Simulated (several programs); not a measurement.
PbSe (Cmcm) from semi-empirical methods to plane-wave DFT

A 4-atom cell of PbSe (Cmcm) from a materials database, relaxed with r2SCAN+rVV10 in Ansatz, was computed with several methods. Space group Cmcm (No. 63), orthorhombic; conventional cell a = 4.275 Å, b = 11.994 Å, c = 4.433 Å, 28.42 Å³ an atom. Pb has 5 Se at 2.81–3.08 Å; Se has 5 Pb at 2.81–3.08 Å. (Simulation; spin polarisation is off.)

```xyz
4
Lattice="2.1377 -5.9968 0.0000 2.1377 5.9968 0.0000 0.0000 0.0000 4.4335" Properties=species:S:1:pos:R:3 pbc="T T T"
Pb    2.1377   -1.5404    3.3251
Pb    2.1377    1.5404    1.1084
Se    2.1377   -4.3499    3.3251
Se    2.1377    4.3499    1.1084
```

Gaps and times are for a single point on this cell; volume and bulk modulus come from each method's own relaxation or energy curve at fixed shape, which is too stiff where a cell has free coordinates or axes. Times are rough, from shared hosts (Arm Neoverse N1; Arm Neoverse V1; Arm Neoverse V2), and each method has its own mesh and cell size. A double dagger marks a value from a curve with shape and coordinates held. A star marks a curve whose lowest point is an end point. PM6 (MOPAC), PM7 (MOPAC), GFN1-xTB (tblite), GFN2-xTB (tblite) treat a cluster of cells at its zone centre, which samples few k points: where these miss a band edge, the gap comes out too large for that reason alone. Gaps from k meshes are read at a limited set of points (mesh, symmetry points, PBE's band edges), so each method's own least gap may be somewhat smaller. xTB and the PM methods were fitted mostly to molecules, and can miss a solid's gap by electronvolts. Minimal bases can be far off for gaps. Times of the plane-wave ladder aren't listed, since it ran on unlike processors and cards. Curves at held shape can't give the bulk modulus of a layered or molecular crystal, so none is listed. GLLB-SC's gap includes the derivative discontinuity. G0W0 is at finite bands, cutoff and mesh. d marks a direct gap, i an indirect one (no mark: not told apart), a dash a value that wasn't computed or didn't pass its checks.

```tsv
method	kind	gap (eV)	own volume (Å³/atom)	bulk modulus (GPa)	atoms computed	processor time
PBE-D3(BJ)	semilocal	–	28.06	–	4	–
r2SCAN+rVV10	semilocal	–	28.42	–	4	–
PBE-D4	semilocal	–	28.06	–	4	–
GFN1-xTB (tblite)	tight binding	0.85	–	–	cluster	1.6 s
PM7 (MOPAC)	semi-empirical	4.60	–	–	cluster	2.4 s
GFN2-xTB (tblite)	tight binding	1.50	–	–	cluster	2.7 s
light PBE (260 eV and a coarse mesh)	light plane-wave	0.78 d	–	–	4	2.9 s
PM6 (MOPAC)	semi-empirical	3.42	–	–	cluster	3.5 s
PBE/single zeta (GPAW)	small basis	0.77 i	–	–	4	12 s
LDA	semilocal	0.69 i	–	–	4	–
PBE/SZV (CP2K)	small basis	0.85 i	30.97*‡	–	4	17 s
PBE	semilocal	0.82 i	–	–	4	–
PBE/DZVP (CP2K)	small basis	0.80 i	29.64‡	–	4	32 s
r2SCAN	semilocal	1.19 i	–	–	4	–
GLLB-SC (GPAW)	model potential	1.67	–	–	4	120 s
PBE+SOC	semilocal	0.46 d	–	–	4	–
PBE0	hybrid	1.75 d	–	–	4	–
HSE06	hybrid	1.31 i	–	–	4	–
G0W0@PBE (120 eV screening cutoff)	many-body	1.13	–	–	4	–
G0W0@r2SCAN (140 eV screening cutoff)	many-body	1.39	–	–	4	–
```

Against HSE06 (1.31 eV) and with closed or daggered gaps left aside, the nearest gap at the points sampled is that of G0W0@r2SCAN (140 eV screening cutoff) (+0.08 eV) and the farthest that of PM7 (MOPAC) (+3.29 eV). HSE06 is only a yardstick of convenience, and nearness to it can be luck.

Only the rows marked +SOC include spin-orbit coupling.
